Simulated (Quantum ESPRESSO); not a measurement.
**Ag in Quantum ESPRESSO: the effect of target pressure**

Crystal: Ag.

```
Ag
1.0
     0.00000    2.04275    2.04275
     2.04275    0.00000    2.04275
     2.04275    2.04275    0.00000
Ag
1
Cartesian
  0.0000 0.0000 0.0000
```

Alike in all runs:

| Item | Value |
| --- | --- |
| Program | Quantum ESPRESSO 7.5 |
| Task | relaxation of cell and atoms |
| Functional | PBEsol |
| Potentials or basis | SSSP 1.3 efficiency PBE |
| Cutoff | 939 eV |
| Density cutoff | 3755 eV |
| k mesh | 11 × 11 × 11 |
| Occupations | fermi-dirac, width 0.05 eV |
| Spin | no spin polarisation |

Each run relaxes the cell or the atoms first.

```csv
target pressure,relaxed volume (Å³/atom)
0 GPa,16.54
2 GPa,16.28
5 GPa,15.94
10 GPa,?
20 GPa,14.72
30 GPa,14.14
```

Q: What does the run with target pressure 10 GPa give?

A: Relaxed volume 15.46 Å³/atom.

Worked out: In Murnaghan's law V^(-B') rises as a straight line in P. The other rows fit best with B' = 5.1, V0 = 16.53 Å³/atom and B0 = 126 GPa, which gives 15.47 Å³/atom at 10 GPa, against the run's 15.46.

Caveats: the potentials were made for another functional, which shifts forces and pressure; the volume moved by over 15 % at a fixed basis, so the end points are rough (some runs).

Runs at the PBE level aren't shown here.
